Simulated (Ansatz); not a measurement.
**HfO$_{2}$: the gap against volume**

HfO$_{2}$, Fm-3m, a = 5.098 Å. This isn't the usual stable structure of the compound. Ansatz: PBE, PAW, 420 eV, Γ-centred 8×8×8 mesh on 3 atoms, Gaussian smearing 0.02 eV; no spin polarisation. Symmetry fixes shape and atoms, so the cell is only scaled; x = ln(V/V0) with V0 = 11.039 Å³/atom. The gap is read at the mesh points alone.

```
      x gap y (eV)
-0.1278           ?
-0.0943       3.972
-0.0619       3.894
-0.0305       3.821
 0.0000       3.746
 0.0296       3.674
 0.0583       3.601
 0.0953       3.505
```

Problem. Fit a straight line to the other rows, give the volume deformation potential of the gap and its pressure coefficient, and predict the missing gap. B0 = 245.7 GPa.

Solution. Means x = -0.0005000, y = 3.7447; Σ(Δx)² = 0.02701, ΣΔxΔy = -0.06632; the slope is their ratio. y = 3.7435 − 2.4553 x. The slope is the deformation potential a = dE_g/d ln V = -2.46 eV, and dE_g/dP = −a/B0 = 9.99 meV/GPa. At x = -0.1278 the fit asked for gives 4.057 eV. The run gave 4.049 eV, so the fit is 0.008 eV too high, 1.5 % of the span of the series, against an rms of 0.003 eV on the fitted rows. The row lies outside the fitted range. With a term in x² added, a fit to the same known rows predicts 4.048 eV, so most of the miss is curvature that the known rows already hold.

Spin-orbit coupling is left out, which matters for the bands of heavy elements. Semilocal functionals give gaps under the measured ones; changes of the gap mostly carry over better.